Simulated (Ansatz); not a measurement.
# MoS2: how the settings move a relaxation

How sensitive is a relaxation of MoS2 to its settings? A reference run comes first, then one run with altered input.

Program: Ansatz 0.2.0. Level of theory: reference: DFT, PBEsol, PAW with Ansatz's default frozen-core files, scalar-relativistic; relaxation of atoms. These are calculated values, not measurements.

1 further run of the same task is left out (set aside as unsound or not needed).

## (1) The system as given

The structure is hexagonal, space group P6_3/mmc (No. 194). The conventional cell has a = 3.126 Å, b = 3.126 Å, c = 12.517 Å, α = 90.00°, β = 90.00°, γ = 120.00°. Around Mo (site symmetry -6m2) lie 6 S at 2.38 Å. S (site symmetry 3m) has 3 Mo at 2.38 Å as nearest neighbours.

Structure file:

```cif
data_structure
_symmetry_space_group_name_H-M 'P 1'
_symmetry_Int_Tables_number 1
_cell_length_a 3.1257
_cell_length_b 3.1257
_cell_length_c 12.5175
_cell_angle_alpha 90.000
_cell_angle_beta 90.000
_cell_angle_gamma 120.000
_cell_volume 105.91
loop_
_atom_site_label
_atom_site_type_symbol
_atom_site_fract_x
_atom_site_fract_y
_atom_site_fract_z
_atom_site_occupancy
Mo1 Mo 0.33333 0.66667 0.25000 1
Mo2 Mo 0.66667 0.33333 0.75000 1
S1 S 0.33333 0.66667 0.62608 1
S2 S 0.66667 0.33333 0.12608 1
S3 S 0.33333 0.66667 0.87392 1
S4 S 0.66667 0.33333 0.37392 1
```

## (2) The reference run

File input.yaml:

```yaml
crystal:
  lattice:
    - [3.12565150694, 0.0, 0.0]
    - [-1.56282575347, 2.70689360839, 0.0]
    - [0.0, 0.0, 12.5174633083]
  atoms:
    - { symbol: Mo, position: [0.333333333333, 0.666666666667, 0.25] }
    - { symbol: Mo, position: [0.666666666667, 0.333333333333, 0.75] }
    - { symbol: S, position: [0.333333333333, 0.666666666667, 0.626076079964] }
    - { symbol: S, position: [0.666666666667, 0.333333333333, 0.126076079964] }
    - { symbol: S, position: [0.333333333333, 0.666666666667, 0.873923920036] }
    - { symbol: S, position: [0.666666666667, 0.333333333333, 0.373923920036] }
kpoints:
  mp_grid: { grid: [8, 8, 2] }
scf:
  occupations: { method: fixed }
hamiltonian:
  xc: pbesol
  pseudopotentials: { kind: paw }
relax:
  f_tol: 0.002
  max_steps: 80
output:
  forces: true
  stress: true
```

Started as:

```bash
ansatz run input.yaml --threads 2 --pin off --max-ram 6144MiB --backend cpu --events-out ev --progress --plain --runs-dir out
```

From the output:

```text
[...]
Basis set: ecut = 420 eV, 2033 PW (Γ), exchange–correlation on 48×48×180 points (8 copies of the dense FFT grid, shifted against one another)
[...]
k-points: 20 of 128
[...]
SCF iter   1: F=—  HF=-13340.324555 eV  |F-HF|=—  |Δ(HF+E_count)|=         —  Δρ=6.90e-3  dr2=3.94e-2  ethr=1.77e-3  ⟨swp⟩=5.2  Hψ=2424  notcnv=0  defer=62
preconditioner: auto → Resta (q_TF=auto, 2.423 Å⁻¹)  ε∞=8.5  [insulator: Δε(μ)=1.065 eV  Ē_g=7.928 eV  n_scr=26 (ndim 8)  ℏωp=21.6 eV  f_vac=0.023  ε∞_Penn≈8.5]
SCF iter   2: F=—  HF=-13340.326383 eV  |F-HF|=—  |Δ(HF+E_count)|=   1.83e-3  Δρ=3.68e-3  dr2=6.58e-3  ethr=7.58e-5  ⟨swp⟩=2.3  Hψ=1143  notcnv=0  defer=78
[...]
relax step   1: F+E_penalty+E_count = -13340.32841201 eV  Δ(F+E_penalty+E_count) = +0.000e0 eV  max|allowed force component| = 2.612e-1 eV/Å  Δτ_max = 0.0000 Å  (7 SCF iters, dr2 threshold 1.00e-7 eV, accepted)
[...]
relax step   2: F+E_penalty+E_count = -13340.33435303 eV  Δ(F+E_penalty+E_count) = -5.941e-3 eV  max|allowed force component| = 9.141e-2 eV/Å  Δτ_max = 0.0178 Å  (5 SCF iters, dr2 threshold 4.26e-6 eV, accepted)
[...]
relax step   3: F+E_penalty+E_count = -13340.33521101 eV  Δ(F+E_penalty+E_count) = -8.580e-4 eV  max|allowed force component| = 2.323e-4 eV/Å  Δτ_max = 0.0047 Å  (4 SCF iters, dr2 threshold 5.22e-7 eV, accepted)
[...]
SCF iter   3: F=—  HF=-13340.335211 eV  |F-HF|=—  |Δ(HF+E_count)|=   8.51e-9  Δρ=5.85e-6  dr2=1.03e-7  ethr=2.27e-10  ⟨swp⟩=2.0  Hψ=847  notcnv=0
SCF iter   4: F=-13340.335211 eV  HF=-13340.335211 eV  |F-HF|=1.86e-10  |Δ(HF+E_count)|=   9.57e-9  Δρ=1.10e-6  dr2=2.37e-9  ethr=7.69e-12  ⟨swp⟩=4.0  Hψ=2688  notcnv=0
[...]
relax step   4: F+E_penalty+E_count = -13340.33521110 eV  Δ(F+E_penalty+E_count) = -8.489e-8 eV  max|allowed force component| = 2.387e-4 eV/Å  Δτ_max = 0.0000 Å  (4 SCF iters, accepted)
SCF converged after 4 iterations
Free energy (F): -13340.335211 eV
[...]
E sigma→0 (E₀):  -13340.335211 eV
Fermi energy:    10.873272 eV
[...]
  P = ⅓ Tr σ = 1.0314 GPa (10.314 kbar)
--- Relaxed structure (4 steps of the walk, 4 accepted, 0 SCFs on fresh bases) ---
[...]
```

It took 4.7 s on 2 threads of Intel Xeon Platinum 8488C (Sapphire Rapids), shared host; peak memory 0.46 GiB.

## (3) Changing settings: mp_grid.grid [4, 4, 1], mp_grid.shift [0.5, 0.5, 0.5]

Edit input.yaml of step 2 so:

```diff
@@ -13,3 +13,3 @@
 kpoints:
-  mp_grid: { grid: [8, 8, 2] }
+  mp_grid: { grid: [4, 4, 1], shift: [0.5, 0.5, 0.5] }
 scf:
```

Started as:

```bash
ansatz run input.yaml --threads 2 --pin off --max-ram 6144MiB --backend cpu --events-out ev --progress --plain --runs-dir out
```

Output:

```text
Warning: crystal.symmetry: narrowed to the stabiliser of the k-point mesh — unitary ops 24 → 8; excluded 16 operations that carry a point of the 4×4×1 mesh (shift [0.5, 0.5, 0.5]) off the mesh (the run samples exactly the mesh kpoints.mp_grid names, as under crystal.symmetry.detect: false, and its converged state has the mesh's symmetry, not the crystal's; ε∞, the Born charges and the force constants of a linear response (`dielectric:` by the response, `phonons.method: dfpt`) are averaged over those of the crystal's operations that the state keeps within a tolerance, where `mesh_tensors`, `unaveraged_element` or `gamma_mean_max_change_ev_ang2` stands beside them; a row that `dielectric.field_direction` solves alone is averaged likewise, with nothing beside; a Γ-centred mesh of equal divisions is mapped onto itself by every operation and keeps the whole group, as does a half-shifted one under kpoints.further_shifts: images)
Warning: output.stress: scf.convergence.dr2_threshold = 4e-9 eV (the default of a walk held to its f_tol) is looser than the 6e-10 eV advised for a printed stress (1e-10 eV for each atom of the cell: 6). What an SCF threshold leaves in a stress goes as its square root, and in the free energy as the threshold itself, and one threshold admits the most on a small cell: of the crystals measured, under no hybrid functional and no lock of the moments, on runs that ended without the residual-converged pass, on stresses that held no estimate of that error, the worst erred by over 100 MPa in a component at 1e-7 eV an atom and by under 5 at 1e-10. Every solve of this run answers to scf.convergence.dr2_threshold, and the tensor of one is reported: a single SCF on the reported geometry and on this run's grids (its basis.xc_grid and basis.ecutrho_ratio typed), with scf.convergence.dr2_threshold at 6e-10 eV or tighter, prints it and tightens no other solve. Else set scf.convergence.dr2_threshold to 6e-10 eV or tighter. The threshold is an SCF's pass mark: one that does not reach it within its budget of iterations ends unconverged, or closes short of it on a stop that the run arms, and scf.convergence.dr2_threshold's page says what that costs each kind of run
Engine: ansatz 0.2.0
Pseudopotentials: kind: paw
Pseudopotential: Mo, paw, valence charge 14, recommended cutoff 420 eV (normal), Mo.paw.azcp
Pseudopotential: S, paw, valence charge 6, recommended cutoff 420 eV (normal), S.paw.azcp
Functional definition: PBEsol
  exchange = pbesol_x
  correlation = pbesol_c
Crystal: 6 atoms, lattice volume = 105.908 Å³
Basis set: ecut = 420 eV, 2033 PW (Γ), exchange–correlation on 48×48×180 points (8 copies of the dense FFT grid, shifted against one another)
Bands: 32, of which v1, the nominal top of the filled ones, is band 26 counted from 1 (25 counted from 0)
Symmetry: 8 space group operations
k-points: 6 of 16
Non-local potential: Mo, projectors of the file, l = 0: 3, l = 1: 2, l = 2: 2, l = 3: 1
Non-local potential: S, projectors of the file, l = 0: 2, l = 1: 2, l = 2: 2
PAW form: soft (Blöchl's): semilocal exchange-correlation on the pseudo side does not see the compensation charge
PAW frozen core: Mo, regenerated for the run's functional, and the local potential with it (the file was generated under x = pbe(κ = 0.804, μ = 0.2195149727645171), c = pbe(β = 0.06672455060314922))
PAW frozen core: S, regenerated for the run's functional, and the local potential with it (the file was generated under x = pbe(κ = 0.804, μ = 0.2195149727645171), c = pbe(β = 0.06672455060314922))
PAW one-centre angular grid: Mo, 590 points (default); XC on 64 Gauss nodes
PAW one-centre angular grid: S, 110 points (default); XC on 64 Gauss nodes
Initial density: superposition of atomic densities (neutral atoms: chi_scale 0, normalization atom), corrected by the library's trained network
Initial wavefunctions: pseudopotential atomic-orbital guess
Functional: x = pbesol(κ = 0.804, μ = 0.12345679012345678), c = pbesol(β = 0.046)
SCF iter   1: F=—  HF=-13340.305899 eV  |F-HF|=—  |Δ(HF+E_count)|=         —  Δρ=6.97e-3  dr2=3.86e-2  ethr=1.77e-3  ⟨swp⟩=5.3  Hψ=730  notcnv=0  defer=22
preconditioner: auto → Resta (q_TF=auto, 2.423 Å⁻¹)  ε∞=8.5  [insulator: Δε(μ)=1.920 eV  Ē_g=7.923 eV  n_scr=26 (ndim 8)  ℏωp=21.6 eV  f_vac=0.023  ε∞_Penn≈8.5]
SCF iter   2: F=—  HF=-13340.307225 eV  |F-HF|=—  |Δ(HF+E_count)|=   1.33e-3  Δρ=3.73e-3  dr2=6.98e-3  ethr=7.43e-5  ⟨swp⟩=2.3  Hψ=335  notcnv=0  defer=24
SCF iter   3: F=—  HF=-13340.308656 eV  |F-HF|=—  |Δ(HF+E_count)|=   1.43e-3  Δρ=1.81e-3  dr2=1.80e-3  ethr=1.34e-5  ⟨swp⟩=2.2  Hψ=262  notcnv=0  defer=18
automatic band count: iteration 3 solves 31 bands in place of 32: the levels show a gap, and the empty bands left out lie too high to hold charge; the band table lists the bands solved (type scf.n_extra_bands for more)
SCF iter   4: F=—  HF=-13340.309177 eV  |F-HF|=—  |Δ(HF+E_count)|=   5.21e-4  Δρ=1.80e-4  dr2=7.75e-5  ethr=3.47e-6  ⟨swp⟩=2.0  Hψ=290  notcnv=0  defer=18
SCF iter   5: F=—  HF=-13340.309175 eV  |F-HF|=—  |Δ(HF+E_count)|=   1.50e-6  Δρ=4.52e-5  dr2=4.19e-6  ethr=1.49e-7  ⟨swp⟩=2.0  Hψ=254  notcnv=0  defer=6
SCF iter   6: F=—  HF=-13340.309178 eV  |F-HF|=—  |Δ(HF+E_count)|=   2.62e-6  Δρ=1.14e-5  dr2=3.51e-7  ethr=8.05e-9  ⟨swp⟩=2.0  Hψ=262  notcnv=0  defer=6
SCF iter   7: F=-13340.309178 eV  HF=-13340.309178 eV  |F-HF|=1.17e-8  |Δ(HF+E_count)|=   2.34e-7  Δρ=3.20e-6  dr2=1.17e-8  ethr=1.92e-10  ⟨swp⟩=4.8  Hψ=687  notcnv=0
SCF 1 converged in 7 iterations: F = -13340.309178 eV  dr2 = 1.17e-8
relax step   1: F+E_penalty+E_count = -13340.30917824 eV  Δ(F+E_penalty+E_count) = +0.000e0 eV  max|allowed force component| = 2.901e-1 eV/Å  Δτ_max = 0.0000 Å  (7 SCF iters, dr2 threshold 1.00e-7 eV, accepted)
Initial density: handed on by an earlier stage of this run
Initial wavefunctions: those handed on with the density
iter 1 solved again at ethr=5.03e-6 eV; its pass at ethr=3.10e-3 eV (dr2=2.62e-3 eV) is discarded
SCF iter   1: F=—  HF=-13340.317469 eV  |F-HF|=—  |Δ(HF+E_count)|=         —  Δρ=1.67e-3  dr2=2.63e-3  ethr=5.03e-6  ⟨swp⟩=2.0  Hψ=639  notcnv=0  defer=16
automatic band count: iteration 1 solves 31 bands in place of 32: the levels show a gap, and the empty bands left out lie too high to hold charge; the band table lists the bands solved (type scf.n_extra_bands for more)
preconditioner: auto → Resta (q_TF=auto, 2.423 Å⁻¹)  ε∞=8.8  [insulator: Δε(μ)=1.943 eV  Ē_g=7.761 eV  n_scr=26 (ndim 8)  ℏωp=21.6 eV  f_vac=0.014  ε∞_Penn≈8.8]
SCF iter   2: F=—  HF=-13340.316955 eV  |F-HF|=—  |Δ(HF+E_count)|=   5.14e-4  Δρ=8.41e-4  dr2=6.54e-4  ethr=5.03e-6  ⟨swp⟩=2.2  Hψ=262  notcnv=0  defer=18
SCF iter   3: F=—  HF=-13340.316803 eV  |F-HF|=—  |Δ(HF+E_count)|=   1.52e-4  Δρ=4.26e-4  dr2=2.04e-4  ethr=1.26e-6  ⟨swp⟩=2.0  Hψ=243  notcnv=0  defer=18
SCF iter   4: F=—  HF=-13340.316754 eV  |F-HF|=—  |Δ(HF+E_count)|=   4.82e-5  Δρ=6.76e-5  dr2=8.65e-6  ethr=3.93e-7  ⟨swp⟩=2.0  Hψ=266  notcnv=0  defer=18
SCF iter   5: F=-13340.316754 eV  HF=-13340.316754 eV  |F-HF|=5.63e-9  |Δ(HF+E_count)|=   2.32e-7  Δρ=1.55e-5  dr2=5.15e-7  ethr=1.01e-8  ⟨swp⟩=4.0  Hψ=630  notcnv=0
SCF 2 converged in 5 iterations: F = -13340.316754 eV  dr2 = 5.15e-7
relax step   2: F+E_penalty+E_count = -13340.31675412 eV  Δ(F+E_penalty+E_count) = -7.576e-3 eV  max|allowed force component| = 9.650e-2 eV/Å  Δτ_max = 0.0211 Å  (5 SCF iters, dr2 threshold 5.26e-6 eV, accepted)
SCF iter   1: F=—  HF=-13340.317775 eV  |F-HF|=—  |Δ(HF+E_count)|=         —  Δρ=5.03e-4  dr2=2.08e-4  ethr=4.17e-6  ⟨swp⟩=3.3  Hψ=460  notcnv=0  defer=18
automatic band count: iteration 1 solves 31 bands in place of 32: the levels show a gap, and the empty bands left out lie too high to hold charge; the band table lists the bands solved (type scf.n_extra_bands for more)
preconditioner: auto → Resta (q_TF=auto, 2.423 Å⁻¹)  ε∞=8.8  [insulator: Δε(μ)=1.951 eV  Ē_g=7.771 eV  n_scr=26 (ndim 8)  ℏωp=21.6 eV  f_vac=0.015  ε∞_Penn≈8.8]
SCF iter   2: F=—  HF=-13340.317743 eV  |F-HF|=—  |Δ(HF+E_count)|=   3.16e-5  Δρ=2.65e-4  dr2=5.31e-5  ethr=3.99e-7  ⟨swp⟩=1.5  Hψ=259  notcnv=0  defer=14
SCF iter   3: F=—  HF=-13340.317731 eV  |F-HF|=—  |Δ(HF+E_count)|=   1.19e-5  Δρ=1.18e-4  dr2=1.92e-5  ethr=1.02e-7  ⟨swp⟩=2.2  Hψ=256  notcnv=0  defer=14
SCF iter   4: F=-13340.317728 eV  HF=-13340.317728 eV  |F-HF|=1.06e-7  |Δ(HF+E_count)|=   3.40e-6  Δρ=1.94e-5  dr2=4.02e-7  ethr=1.12e-9  ⟨swp⟩=4.0  Hψ=798  notcnv=0
SCF 3 converged in 4 iterations: F = -13340.317728 eV  dr2 = 4.02e-7
relax step   3: F+E_penalty+E_count = -13340.31772781 eV  Δ(F+E_penalty+E_count) = -9.737e-4 eV  max|allowed force component| = 1.869e-3 eV/Å  Δτ_max = 0.0058 Å  (4 SCF iters, dr2 threshold 5.82e-7 eV, accepted)
iter 1 solved again at ethr=7.84e-10 eV; its pass at ethr=3.10e-3 eV (dr2=4.08e-7 eV) is discarded
SCF iter   1: F=—  HF=-13340.317716 eV  |F-HF|=—  |Δ(HF+E_count)|=         —  Δρ=1.95e-5  dr2=4.08e-7  ethr=7.84e-10  ⟨swp⟩=1.0  Hψ=516  notcnv=0  defer=6
automatic band count: iteration 1 solves 31 bands in place of 32: the levels show a gap, and the empty bands left out lie too high to hold charge; the band table lists the bands solved (type scf.n_extra_bands for more)
preconditioner: auto → Resta (q_TF=auto, 2.423 Å⁻¹)  ε∞=8.8  [insulator: Δε(μ)=1.950 eV  Ē_g=7.772 eV  n_scr=26 (ndim 8)  ℏωp=21.6 eV  f_vac=0.015  ε∞_Penn≈8.8]
SCF iter   2: F=—  HF=-13340.317728 eV  |F-HF|=—  |Δ(HF+E_count)|=   1.24e-5  Δρ=1.16e-5  dr2=1.53e-7  ethr=7.84e-10  ⟨swp⟩=1.0  Hψ=180  notcnv=0  defer=6
SCF iter   3: F=—  HF=-13340.317728 eV  |F-HF|=—  |Δ(HF+E_count)|=   1.22e-8  Δρ=6.42e-6  dr2=1.22e-7  ethr=2.94e-10  ⟨swp⟩=2.2  Hψ=254  notcnv=0  defer=6
SCF iter   4: F=—  HF=-13340.317728 eV  |F-HF|=—  |Δ(HF+E_count)|=   1.19e-8  Δρ=1.44e-6  dr2=4.24e-9  ethr=2.35e-10  ⟨swp⟩=2.0  Hψ=236  notcnv=0  defer=6
SCF iter   5: F=-13340.317728 eV  HF=-13340.317728 eV  |F-HF|=1.35e-10  |Δ(HF+E_count)|=   1.08e-9  Δρ=3.65e-7  dr2=1.62e-10  ethr=7.69e-12  ⟨swp⟩=4.0  Hψ=630  notcnv=0
SCF 4 converged in 5 iterations: F = -13340.317728 eV  dr2 = 1.62e-10
relax step   4: F+E_penalty+E_count = -13340.31772790 eV  Δ(F+E_penalty+E_count) = -9.114e-8 eV  max|allowed force component| = 1.903e-3 eV/Å  Δτ_max = 0.0000 Å  (5 SCF iters, accepted)
SCF converged after 5 iterations
Free energy (F): -13340.317728 eV
Harris-Foulkes:  -13340.317728 eV  (|F-HF|=1.35e-10)
Internal energy: -13340.317728 eV  (E = F + TS)
E sigma→0 (E₀):  -13340.317728 eV
Fermi energy:    10.330315 eV
--- Per-component energies (eV) ---
  E_band       = -308.785390
  E_kinetic    = 1314.321807
  E_local      = -4061.018983  (includes V_loc(G=0)·N_el)
  E_nonlocal   = 402.925960
  E_hartree    = 1577.327625
  E_xc         = -752.081552
  E_vxc        = -810.120064  (∫ρ·V_xc dr)
  E_paw        = -8623.885960  (= ΣΔE_a)
  E_vpaw       = -309.549994  (= ΣTr[D̂ρ^β])
  E_aug_tail   = 0.000058  (compensation charges beyond the density's cutoff)
  E_ewald      = -3198.573079
  E_core_change = 0.666396  (= ΣΔE_core)
  E_smearing   = -0.000000  (= −TS)
  E_closure    = 0.000000  (closes the sum)
  Σ components = -13340.317728   (vs F -13340.317728, Δ=0.00e0)
--- Forces (eV/Å), atoms counted from 1 ---
  atom   1  Mo    -0.00190341     0.00109894     0.00000000
  atom   2  Mo     0.00190341    -0.00109894    -0.00000000
  atom   3  S     -0.00107779     0.00062226    -0.00007950
  atom   4  S      0.00107779    -0.00062226    -0.00007950
  atom   5  S     -0.00107779     0.00062226     0.00007950
  atom   6  S      0.00107779    -0.00062226     0.00007950
  max |Σ_I F_I| component: 2.60e-18 eV/Å
--- Stress (GPa, compression-positive) ---
        1.705110      -0.335534      -0.000000
       -0.335534       1.317668      -0.000000
       -0.000000      -0.000000      -0.340696
  P = ⅓ Tr σ = 0.8940 GPa (8.940 kbar)
--- Relaxed structure (4 steps of the walk, 4 accepted, 0 SCFs on fresh bases) ---
  F+E_penalty+E_count = -13340.31772790 eV   max|allowed force component| = 1.903e-3 eV/Å
  atoms:
    - { symbol: Mo, position: [0.33386644155883605, 0.6661335584411644, 0.25000000000000006] }
    - { symbol: Mo, position: [0.6661335584411643, 0.33386644155883605, 0.7500000000000001] }
    - { symbol: S, position: [0.33251262430396394, 0.6674873756960364, 0.6249003161412144] }
    - { symbol: S, position: [0.6674873756960363, 0.33251262430396394, 0.12490031614121437] }
    - { symbol: S, position: [0.33251262430396394, 0.6674873756960364, 0.8750996838587858] }
    - { symbol: S, position: [0.6674873756960363, 0.33251262430396394, 0.3750996838587857] }
```

Run time: 2.1 s. Hardware: 2 threads of Intel Xeon Platinum 8488C (Sapphire Rapids), shared host; peak memory 0.42 GiB.

Changing the k-point mesh moves the energy by +2.9 meV/atom, and the gap on the mesh goes from 1.07 to 1.95 eV. Sampling errors of the energy have no fixed sign. The relaxations can also end on different shapes, since the mesh sets the symmetry kept. A gap read on a mesh depends on which points the mesh holds, and a coarse mesh shifts the density too. Cost: 21 SCF cycles against 20, 2.1 s against 4.7 s.

## (4) Side by side

| run | ending | energy change | pressure (GPa) | gap (eV) | force (eV/Å) | cycles | time |
| --- | --- | --- | --- | --- | --- | --- | --- |
| reference | converged | 0 | 1.0 | 1.07 | 0.00 | 20 | 4.7 s |
| 1: mp_grid.grid [4, 4, 1], mp_grid.shift [0.5, 0.5, 0.5] | converged | +2.9 meV/atom | 0.9 | 1.95 | 0.00 | 21 | 2.1 s |

Changing the k-point mesh moves the energy by +2.9 meV/atom, and the gap on the mesh goes from 1.07 to 1.95 eV. Sampling errors of the energy have no fixed sign. The relaxations can also end on different shapes, since the mesh sets the symmetry kept. A gap read on a mesh depends on which points the mesh holds, and a coarse mesh shifts the density too. Cost: 21 SCF cycles against 20, 2.1 s against 4.7 s.
